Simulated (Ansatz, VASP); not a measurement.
# SiC (SiC(110)): VASP beside Ansatz, part 2 of 3

Wanted: the spread between two codes on one cell, functional and k mesh. The structure shown is the end of the VASP relaxation below.

VASP 6.6.1 and Ansatz 0.2.0.

So far: The structure; VASP: relaxation, PBE.

## Step 3: Ansatz: single point, PBE

Level of this step: Ansatz beside VASP: Kohn-Sham DFT, plane waves, PBE (Ansatz).

Ansatz runs on its default PAW (the set named soft_2) files.

The same cell, functional, mesh and smearing now go to Ansatz, which takes its cutoff from its data sets.

File input.yaml:

```yaml
crystal:
  lattice:
    - [3.03480308, 0.0, 0.0]
    - [0.0, 4.29185968, 0.0]
    - [0.0, 0.0, 28.46459265]
  atoms:
    - { symbol: Si, position: [0.0, 0.04319338, 0.2890951] }
    - { symbol: Si, position: [0.5, 0.49272855, 0.33359826] }
    - { symbol: Si, position: [0.0, 0.995213, 0.39083397] }
    - { symbol: Si, position: [0.5, 0.49218856, 0.44504042] }
    - { symbol: Si, position: [0.0, 0.99326182, 0.5] }
    - { symbol: Si, position: [0.5, 0.49218856, 0.55495958] }
    - { symbol: Si, position: [0.0, 0.995213, 0.60916603] }
    - { symbol: Si, position: [0.5, 0.49272855, 0.66640174] }
    - { symbol: Si, position: [0.0, 0.04319338, 0.7109049] }
    - { symbol: C, position: [0.0, 0.74142461, 0.33527418] }
    - { symbol: C, position: [0.5, 0.24659658, 0.27968153] }
    - { symbol: C, position: [0.0, 0.74551356, 0.44521231] }
    - { symbol: C, position: [0.5, 0.24845174, 0.39007235] }
    - { symbol: C, position: [0.0, 0.74551356, 0.55478769] }
    - { symbol: C, position: [0.5, 0.24611821, 0.5] }
    - { symbol: C, position: [0.0, 0.74142461, 0.66472582] }
    - { symbol: C, position: [0.5, 0.24845174, 0.60992765] }
    - { symbol: C, position: [0.5, 0.24659658, 0.72031847] }
hamiltonian:
  xc: pbe
  pseudopotentials: { kind: paw }
kpoints:
  mp_grid: { grid: [8, 6, 1] }
scf:
  occupations: { method: gaussian, width: 0.03 }
  n_extra_bands: 8
efield:
  axis: 3
  dipole_correction: true
  ramp_width: 0.04
output:
  forces: true
  eigenvalues: true
  write_density: true
  write_potential: true
  elf: true
  volumetric_format: npy
```

Command:

```
$ ansatz run input.yaml --threads 8 --pin off --max-ram 18432MiB --backend cpu --events-out ev --progress --plain --runs-dir out
```

Numbers of over 12 decimals in the logs are rounded to 6 here.

Log:

```text
scf.n_extra_bands = 8 over 36 filled bands (N_el = 72.0): the run solves 44 bands
Engine: ansatz 0.2.0, aarch64-unknown-linux-gnu
Pseudopotentials: kind: paw
Pseudopotential: Si, paw, valence charge 4, recommended cutoff 420 eV (normal), Si.paw.azcp
Pseudopotential: C, paw, valence charge 4, recommended cutoff 420 eV (normal), C.paw.azcp
Functional definition: PBE
  parameter kappa = 0.804
  parameter beta = 0.066725
  exchange = pbe_x(kappa = kappa, mu = beta*pi^2/3)
  correlation = pbe_c(beta = beta)
Crystal: 18 atoms, lattice volume = 370.750 Å³
Basis set: ecut = 420 eV, 7223 PW (Γ), exchange–correlation on 48×60×384 points (8 copies of the dense FFT grid, shifted against one another)
Bands: 44, of which v1, the nominal top of the filled ones, is band 36 counted from 1 (35 counted from 0)
Symmetry: 2 space group operations
k-points: 20 of 48 (time reversal used)
Non-local potential: Si, projectors of the file, l = 0: 2, l = 1: 2, l = 2: 2
Non-local potential: C, projectors of the file, l = 0: 2, l = 1: 2, l = 2: 1
PAW form: soft (Blöchl's): semilocal exchange-correlation on the pseudo side does not see the compensation charge
PAW one-centre angular grid: Si, 110 points (default); XC on 64 Gauss nodes
PAW one-centre angular grid: C, 110 points (default); XC on 64 Gauss nodes
Initial density: superposition of atomic densities (neutral atoms: chi_scale 0, normalization atom), corrected by the library's trained network
Initial wavefunctions: pseudopotential atomic-orbital guess
Functional: x = pbe(κ = 0.804, μ = 0.219515), c = pbe(β = 0.066725)
SCF iter   1: F=—  HF=-7979.245259 eV  |F-HF|=—  |Δ(HF+E_count)|=         —  Δρ=4.06e-3  dr2=8.90e-2  ethr=1.77e-3  p=0.000 e·Å  D=1.51e-14 V/Å  ΔV_dip=-0.00 eV  dr2_dipole=8.86e-8  V_vac-E_F(+/−)=5.47/5.47 eV  ⟨swp⟩=12.7  Hψ=5916  notcnv=0  defer=6
efield: sawtooth ramp at fractional position 0.9800 (placed from the atoms, in the widest stretch of the axis that holds none; the zero of the levels goes with the place), width 0.0400; the density the first Hamiltonian is built on has a dipole p = 0.000 e·Å; the dipole correction subtracts the counter field D = 1.51e-14 V/Å, which shifts the + side's vacuum level by -0.00 eV against the − side's; the planar-averaged density in the ramp window peaks in size at 8.4e-6 e/Å³
preconditioner: auto → Resta (q_TF=auto, 2.076 Å⁻¹)  ε∞=3.8  [insulator: Δε(μ)=0.433 eV  Ē_g=9.834 eV  σ=0.030 eV  W_gap=1.00  n_scr=46 (ndim 8)  ℏωp=16.4 eV  f_vac=0.448  D(μ)=0.00/eV (n_scr^D=0)  ε∞_Penn≈3.8  vacuum switching on, ρ_ref=7.0e-3 e/Å³]
SCF iter   2: F=—  HF=-7979.225233 eV  |F-HF|=—  |Δ(HF+E_count)|=   2.00e-2  Δρ=1.88e-3  dr2=1.55e-2  ethr=1.24e-4  p=-0.000 e·Å  D=-4.09e-5 V/Å  ΔV_dip=0.00 eV  dr2_dipole=1.21e-7  V_vac-E_F(+/−)=5.42/5.42 eV  ⟨swp⟩=3.3  Hψ=1827  notcnv=0  defer=48
SCF iter   3: F=—  HF=-7979.224854 eV  |F-HF|=—  |Δ(HF+E_count)|=   3.80e-4  Δρ=6.73e-4  dr2=3.33e-3  ethr=2.15e-5  p=0.000 e·Å  D=4.98e-5 V/Å  ΔV_dip=-0.00 eV  dr2_dipole=2.18e-7  V_vac-E_F(+/−)=5.41/5.41 eV  ⟨swp⟩=3.0  Hψ=1695  notcnv=0  defer=48
SCF iter   4: F=—  HF=-7979.224758 eV  |F-HF|=—  |Δ(HF+E_count)|=   9.53e-5  Δρ=2.52e-4  dr2=4.37e-4  ethr=4.63e-6  p=-0.000 e·Å  D=-1.30e-5 V/Å  ΔV_dip=0.00 eV  dr2_dipole=1.70e-8  V_vac-E_F(+/−)=5.42/5.42 eV  ⟨swp⟩=2.6  Hψ=1535  notcnv=0  defer=48
SCF iter   5: F=—  HF=-7979.224816 eV  |F-HF|=—  |Δ(HF+E_count)|=   5.78e-5  Δρ=7.09e-5  dr2=1.74e-5  ethr=6.06e-7  p=0.000 e·Å  D=4.65e-7 V/Å  ΔV_dip=-0.00 eV  dr2_dipole=5.52e-13  V_vac-E_F(+/−)=5.42/5.42 eV  ⟨swp⟩=2.4  Hψ=1474  notcnv=0  defer=48
SCF iter   6: F=—  HF=-7979.224921 eV  |F-HF|=—  |Δ(HF+E_count)|=   1.05e-4  Δρ=2.43e-5  dr2=2.43e-6  ethr=2.42e-8  p=0.000 e·Å  D=6.94e-7 V/Å  ΔV_dip=-0.00 eV  dr2_dipole=9.11e-14  V_vac-E_F(+/−)=5.42/5.42 eV  ⟨swp⟩=2.2  Hψ=1726  notcnv=0  defer=48
SCF iter   7: F=—  HF=-7979.224922 eV  |F-HF|=—  |Δ(HF+E_count)|=   1.03e-6  Δρ=5.39e-6  dr2=1.34e-7  ethr=3.37e-9  p=0.000 e·Å  D=4.36e-7 V/Å  ΔV_dip=-0.00 eV  dr2_dipole=2.18e-11  V_vac-E_F(+/−)=5.42/5.42 eV  ⟨swp⟩=2.0  Hψ=1520  notcnv=0  defer=48
SCF iter   8: F=-7979.224922 eV  HF=-7979.224922 eV  |F-HF|=2.24e-9  |Δ(HF+E_count)|=   4.68e-8  Δρ=1.79e-6  dr2=1.76e-8  ethr=1.39e-10  p=-0.000 e·Å  D=-6.13e-7 V/Å  ΔV_dip=0.00 eV  dr2_dipole=4.96e-11  V_vac-E_F(+/−)=5.42/5.42 eV  ⟨swp⟩=23.9  Hψ=9032  notcnv=0
SCF 1 converged in 8 iterations: F = -7979.224922 eV  dr2 = 1.76e-8
  greatest PAW one-centre occupation: 0.664 electrons in one spin orbital (limit 2), on the C atom at site 10 (counted from 0), in its partial waves of l = 0
WARN: The output density's exchange-correlation potential varies sharply where the density is thin. Do not read a vacuum level from v_tot or v_xc, or from such a field of the output density. On a cell that repeats whose density bears no net charge and no dipole along the vacuum's axis use v_es (v_loc + v_h of the components); under efield.dipole_correction with no amplitude use v_es + v_field, which holds any externa [...]
SCF converged after 8 iterations
Free energy (F): -7979.224922 eV
Harris-Foulkes:  -7979.224922 eV  (|F-HF|=2.24e-9)
Internal energy: -7979.224922 eV  (E = F + TS)
E sigma→0 (E₀):  -7979.224922 eV
Fermi energy:    2.316856 eV
Dipole field:    D = 0.000006 V/Å  (p = 0.000013 e·Å, saw-weighted, corrected)
Work function:   Φ+ = 5.4191 eV   Φ− = 5.4193 eV
Levels:          The Fermi level and band energies are counted from a zero that moves with the ramp; work functions are not
--- Per-component energies (eV) ---
  E_band       = -290.305253
  E_kinetic    = 1221.243182
  E_local      = -45357.865419  (includes V_loc(G=0)·N_el)
  E_nonlocal   = 470.293576
  E_hartree    = 22220.602846
  E_xc         = -948.500729
  E_vxc        = -982.530212  (∫ρ·V_xc dr)
  E_paw        = -5508.648774  (= ΣΔE_a)
  E_vpaw       = -82.637013  (= ΣTr[D̂ρ^β])
  E_aug_tail   = 0.000121  (compensation charges beyond the density's cutoff)
  E_efield     = 0.000000  (sawtooth field / dipole correction)
  E_vefield    = 0.000000  (∫n·V_field dr)
  E_ewald      = 19923.650275
  E_smearing   = -0.000000  (= −TS)
  E_closure    = -0.000000  (closes the sum)
  Σ components = -7979.224922   (vs F -7979.224922, Δ=0.00e0)
--- Forces (eV/Å), atoms counted from 1 ---
  atom   1  Si    -0.00000000    -0.00877037    -0.01260070
  atom   2  Si    -0.00000000    -0.01661038     0.01284085
  atom   3  Si    -0.00000000    -0.01570896    -0.00208647
  atom   4  Si    -0.00000000     0.01214386    -0.00737213
  atom   5  Si    -0.00000000    -0.00104323    -0.00000085
  atom   6  Si    -0.00000000     0.01214014     0.00737557
  atom   7  Si    -0.00000000    -0.01571189     0.00209885
  atom   8  Si    -0.00000000    -0.01660435    -0.01283878
  atom   9  Si    -0.00000000    -0.00878818     0.01259383
  atom  10  C     -0.00000000     0.00969232    -0.00405526
  atom  11  C     -0.00000000     0.00027179     0.02509529
  atom  12  C      0.00000000     0.00451015     0.01436787
  atom  13  C      0.00000000     0.00860735     0.00987677
  atom  14  C      0.00000000     0.00450985    -0.01436723
  atom  15  C      0.00000000     0.01277759    -0.00000070
  atom  16  C     -0.00000000     0.00969562     0.00403660
  atom  17  C     -0.00000000     0.00860940    -0.00988322
  atom  18  C     -0.00000000     0.00028420    -0.02509820
  max |Σ_I F_I| component: 1.79e-5 eV/Å
--- Band table (eV; the first three rows and the last of 20) ---
  k-point 0: bands = [... 32 lower, 1.6602, 1.7460, 1.8006, 1.8833, 3.4475, 4.1991, 5.0177, 5.1785, ... 4 higher]
  k-point 1: bands = [... 32 lower, 1.4237, 1.4967, 1.6398, 1.8444, 3.7345, 4.4277, 5.0613, 5.1968, ... 4 higher]
  k-point 2: bands = [... 32 lower, 0.9112, 0.9458, 1.7183, 1.7248, 4.4173, 4.7000, 5.1377, 5.5735, ... 4 higher]
  k-point 19: bands = [... 32 lower, 0.3695, 0.5137, 2.0404, 2.1471, 3.8403, 3.9473, 6.7394, 6.8611, ... 4 higher]
```

Elapsed: 7.5 s, on 8 threads of Arm Neoverse V2, shared host; peak memory 1 GiB; 56 s of CPU time.

Reading the cycles: dr2 is the Hartree energy of the density residual (eV), the measure of convergence; HF is the Harris–Foulkes estimate of the energy, which meets the free energy F at convergence.

## Step 4: Side by side

Known differences besides the potentials themselves: the cutoff is 420 eV in Ansatz and 440 eV in VASP (PREC = Normal, projectors in real space); VASP leaves aspherical gradient terms in its spheres out (LASPH is not set), Ansatz keeps them. Total energies have different zeros and are not compared.

Both answers:

```
              quantity  Ansatz   VASP  difference
gap on the k mesh (eV)   0.340  0.331      +0.009
```

At this near-relaxed geometry the largest component of a force difference is 19 meV/Å. A gap on the mesh is an upper bound, since the band edges may lie between its points.

## Step 5: VASP: band structure, PBE

The same path points are solved in both programs, so levels can be compared one by one.

File INCAR:

```
SYSTEM = SiC
PREC = Normal
ENCUT = 440
EDIFF = 1E-06
NELM = 120
ISMEAR = 0
SIGMA = 0.03
LREAL = Auto
ALGO = Fast
GGA = PE
NBANDS = 54
LORBIT = 11
LWAVE = .FALSE.
LCHARG = .TRUE.
KPAR = 4
IDIPOL = 3
LDIPOL = .TRUE.
DIPOL = 0.5 0.5 0.5
LVHAR = .TRUE.
LVACPOTAV = .TRUE.
NEDOS = 1500
```

File POSCAR:

```
SiC
1.0
    3.0348030816      0.0000000000      0.0000000000
    0.0000000000      4.2918596772      0.0000000000
    0.0000000000      0.0000000000     28.4645926536
Si C
9 9
Direct
    0.0000000000      0.0431933807      0.2890950999
    0.5000000000      0.4927285463      0.3335982563
    0.0000000000      0.9952130013      0.3908339658
    0.5000000000      0.4921885630      0.4450404201
    0.0000000000      0.9932618209      0.5000000000
    0.5000000000      0.4921885630      0.5549595799
    0.0000000000      0.9952130013      0.6091660342
    0.5000000000      0.4927285463      0.6664017437
    0.0000000000      0.0431933807      0.7109049001
    0.0000000000      0.7414246111      0.3352741804
    0.5000000000      0.2465965819      0.2796815306
    0.0000000000      0.7455135638      0.4452123097
    0.5000000000      0.2484517351      0.3900723475
    0.0000000000      0.7455135638      0.5547876903
    0.5000000000      0.2461182127      0.5000000000
    0.0000000000      0.7414246111      0.6647258196
    0.5000000000      0.2484517351      0.6099276525
    0.5000000000      0.2465965819      0.7203184694
```

File KPOINTS:

```
Automatic mesh
0
Gamma
8 6 1
0 0 0
```

File KPOINTS_OPT:

```
Line mode
14
Line-mode
Reciprocal
  0.00000000   0.00000000   0.00000000 GAMMA
  0.50000000   0.00000000   0.00000000 X

  0.50000000   0.00000000   0.00000000 X
  0.50000000   0.50000000   0.00000000 S

  0.50000000   0.50000000   0.00000000 S
  0.00000000   0.50000000   0.00000000 Y

  0.00000000   0.50000000   0.00000000 Y
  0.00000000   0.00000000   0.00000000 GAMMA

  0.00000000   0.00000000   0.00000000 GAMMA
  0.50000000   0.50000000   0.00000000 S
```

PAW data sets: Si and C (PBE family, release 64).

Command:

```
$ mpirun -np 4 vasp_std
```

Log:

```text
[... set-up lines as in an earlier step ...]
 entering main loop
       N       E                     dE             d eps       ncg     rms          rms(c)
DAV:   1     0.349950021286E+03    0.34995E+03   -0.27560E+04  2176   0.975E+02
DAV:   2    -0.101919141349E+03   -0.45187E+03   -0.43254E+03  2902   0.226E+02
DAV:   3    -0.147331149236E+03   -0.45412E+02   -0.44761E+02  2682   0.691E+01
DAV:   4    -0.149417660898E+03   -0.20865E+01   -0.20799E+01  3032   0.167E+01
[...]
RMM:  22    -0.130344321521E+03   -0.85302E-05   -0.20414E-06  2061   0.391E-03    0.177E-03
RMM:  23    -0.130344327876E+03   -0.63547E-05   -0.68964E-07  1996   0.200E-03    0.389E-04
RMM:  24    -0.130344328779E+03   -0.90274E-06   -0.20850E-07  1708   0.124E-03
 -----------------------------------------------------------------------------
|                                                                             |
|           W    W    AA    RRRRR   N    N  II  N    N   GGGG   !!!           |
|           W    W   A  A   R    R  NN   N  II  NN   N  G    G  !!!           |
[...]
|                                                                             |
 -----------------------------------------------------------------------------

   1 F= -.13034433E+03 E0= -.13034433E+03  d E =-.788673E-11
 Start KPOINTS_OPT (optional k-point list driver)
k-point batch [1-20\70]
       N       E                     dE             ncg
DAV:   1     0.190916627828E+04   -0.28241E+05     2160
DAV:   2    -0.607326961235E+04   -0.79824E+04     2814
DAV:   3    -0.683900164213E+04   -0.76573E+03     2616
DAV:   4    -0.687283618245E+04   -0.33835E+02     2888
[...]
DAV:   8    -0.687406159113E+04   -0.11913E-03     2840
DAV:   9    -0.687406159796E+04   -0.68265E-05     2330
DAV:  10    -0.687406159835E+04   -0.39112E-06     1648
[...]
k-point batch [61-70\70]
       N       E                     dE             ncg
DAV:   1     0.187689270608E+04   -0.17334E+05     1080
DAV:   2    -0.211916309836E+04   -0.39961E+04     1474
DAV:   3    -0.247485760358E+04   -0.35569E+03     1328
DAV:   4    -0.248942264950E+04   -0.14565E+02     1520
[...]
DAV:   8    -0.248988568229E+04   -0.65868E-04     1432
DAV:   9    -0.248988568582E+04   -0.35304E-05     1224
DAV:  10    -0.248988568603E+04   -0.20288E-06      904
```

[end of part 2 of 3]

[Lines on the potential files, build, host, timing and source positions are cut from VASP's logs without a mark.]

[Logs are printed without paths, hosts, clocks, repeated set-up lines and the standing remarks that a program may print on its own settings, such as how far it seeks lower states.]

[Hosts, paths, dates, database ids (printed as entryN), source tags and the programs' standing remarks are cut or masked in the printed files.]
